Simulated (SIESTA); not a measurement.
**Cl under changes of volume**

One of the cells (29.629 Å³/atom); the others are scaled copies at fixed shape and fractional positions:

```
CELL_PARAMETERS angstrom
3.16583 -2.26490 0.00000
3.16583 2.26490 0.00000
0.00000 0.00000 8.26437
ATOMIC_POSITIONS crystal
Cl 0.37000 0.63000 0.40000
Cl 0.13000 0.87000 0.90000
Cl 0.63000 0.37000 0.60000
Cl 0.87000 0.13000 0.10000
```

| Item | Value |
| --- | --- |
| Program | SIESTA 5.4.2 |
| Functional | PBEsol |
| Potentials or basis | PseudoDojo 0.4 standard (PBEsol files) |
| Basis | DZP (energy shift 0.003 Ry) |
| Grid cutoff | 800 Ry |
| Energy shift | 0.003 Ry |
| k mesh | 7 × 7 × 4 |
| Occupations | fermi-dirac, width 0.05 eV |
| Spin | no spin polarisation |

```tsv
volume (Å³/atom)	energy over the lowest point (meV/atom)	pressure (GPa)	gap on the mesh (eV)	largest force (eV/Å)
27.305	?	?	?	?
27.886	0.27	0.4	2.56	1.070
28.467	0.00	-0.2	2.48	0.783
29.629	5.92	-1.3	2.33	0.277
30.210	11.64	-1.8	2.26	0.109
30.791	18.96	-2.2	2.19	0.225
```

Task: What does the run at 27.305 Å³/atom give?

Result: Energy over the lowest point 3.03 meV/atom; pressure 1.1 GPa; gap on the mesh 2.64 eV; largest force 1.381 eV/Å.

Worked out: A Birch-Murnaghan fit of order 3 (a polynomial in V^(-2/3)) to the other rows has its minimum at 28.24 Å³/atom with B0 = V·E''(V) = 31 GPa and B' = 4.5 at fixed shape and positions, which overstates the stiffness. It gives 3.04 meV/atom at 27.305 Å³/atom, against the run's 3.03, and -dE/dV = 1.1 GPa, against 1.1. A straight line through the other rows of the gap, of slope -3.73 eV per unit of ln V, extrapolates to 2.64 eV, against the run's 2.64.

Energies are extrapolated to zero smearing.

Caveats: an odd mesh through Γ misses points on the zone boundary, where band edges often lie; the basis of atomic orbitals isn't converged, which shifts pressures, moduli and gaps; forces of over 1 eV/Å show positions far from the minimum, so gaps and moduli don't describe the material at rest (some runs).
